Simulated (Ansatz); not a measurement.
Crystal: GaN.

```xyz
4
Lattice="3.1800 0.0000 0.0000 -1.5900 2.7540 0.0000 0.0000 0.0000 5.1660" Properties=species:S:1:pos:R:3 pbc="T T T"
Ga    1.5900    0.9180    2.5830
Ga    0.0000    1.8360    0.0000
N     1.5900    0.9180    4.5203
N     0.0000    1.8360    1.9373
```

Base run:

- Program: Ansatz 0.2.0
- Functional: PBEsol
- Potentials or basis: all-electron PAW datasets made for the crystal
- Cutoff: 460 eV (chosen from the basis error)
- k mesh: 10 × 10 × 5
- Occupations: fermi-dirac, width 0.05 eV
- Spin: no spin polarisation

Its results: band gap on the k mesh 1.92 eV, direct; pressure 1.0 GPa; largest force 0.133 eV/Å.

Q: The run is repeated on the same cell with these changes: potentials or basis from all-electron PAW datasets made for the crystal to all-electron LAPW, non-relativistic; cutoff from 460 eV (chosen from the basis error) to 395 eV (chosen from the basis error). What comes out?

A: Band gap on the k mesh 2.10 eV, direct; pressure 2.6 GPa; largest force 0.145 eV/Å.

Caveats: relativity is left out, which matters for the heavier elements (some runs).

The runs don't all hold the same shells in valence.
